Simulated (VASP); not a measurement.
# TiTe₂: self-consistent run, by functional and exact exchange

TiTe₂, P-3m1 (no. 164), 3 atoms in the cell.

| Functional | Exact exchange | Pressure (GPa) | Gap on the mesh (eV) | Time (s) |
|---|---|---|---|---|
| B97 | 0.1943 | 1.88 | 0.000 | 642 |
| B3P86 | 0.2 | 0.09 | 0.000 | 578 |
| B3PW91 | 0.2 | -0.05 | 0.000 | 623 |
| APBE0 | 0.25 | -0.25 | 0.000 | 589 |
| HSE06 | 0.25 | -0.22 | 0.000 | 603 |
| PBE0 (PBEH) | 0.25 | -0.96 | 0.000 | 610 |
| CAP0 | 0.25 | -1.46 | 0.000 | 630 |
| mPW1K | 0.428 | -2.11 | 0.000 | 843 |

Limits: the k mesh is coarse, so the gap and the pressure can be far off.

## Input of the first row

INCAR.step1:
```
PREC     = Accurate       # precision mode
ENCUT    = 450            # plane-wave cutoff, eV
EDIFF    = 1E-5           # SCF threshold, eV
ISMEAR   = 0              # smearing method
SIGMA    = 0.02           # smearing width, eV
LREAL    = F              # projectors in reciprocal space
LASPH    = T              # aspherical terms in the spheres
ALGO     = Normal         # electronic algorithm
NELM     = 100            # most SCF steps
ISIF     = 2              # what is computed and relaxed
LWAVE    = T              # write WAVECAR
LCHARG   = F              # write CHGCAR
GGA      = PE             # functional
```

INCAR.step2, as INCAR.step1 but for:
```
- EDIFF = 1E-5
- LWAVE = T
- GGA = PE
+ EDIFF = 1E-6
+ LWAVE = F
+ ISTART = 1
+ LHFCALC = T
+ AEXX = 0.1943
+ PRECFOCK = Fast
+ GGA = LIBXC
+ LIBXC1 = HYB_GGA_XC_B97
```

KPOINTS:
```
k-points
0
Gamma
  4 4 4
```

POSCAR:
```
TiTe2
1.0
    3.7770000000      0.0000000000      0.0000000000
   -1.8885000000      3.2709779501      0.0000000000
    0.0000000000      0.0000000000      6.4980000000
Te Ti
2 1
Direct
    0.3333333333      0.6666666667      0.7372000000
    0.6666666667      0.3333333333      0.2628000000
    0.0000000000      0.0000000000      0.0000000000
```

Commands (each step's output is kept before the next begins):
```
cat potpaw_PBE.64/Te/POTCAR potpaw_PBE.64/Ti_sv/POTCAR > POTCAR
cp INCAR.step1 INCAR
mpirun -np 1 vasp_std > vasp.out
cp INCAR.step2 INCAR
mpirun -np 1 vasp_std > vasp.out
```

Changes of the last row against the first:
```
(step 2)
- AEXX = 0.1943
- LIBXC1 = HYB_GGA_XC_B97
+ AEXX = 0.428
+ LIBXC1 = HYB_GGA_XC_MPW1K
```

VASP 6.6.1 took 642 s on 1 core (Intel Xeon Platinum 8375C @ 2.90GHz (Ice Lake)), a shared host.
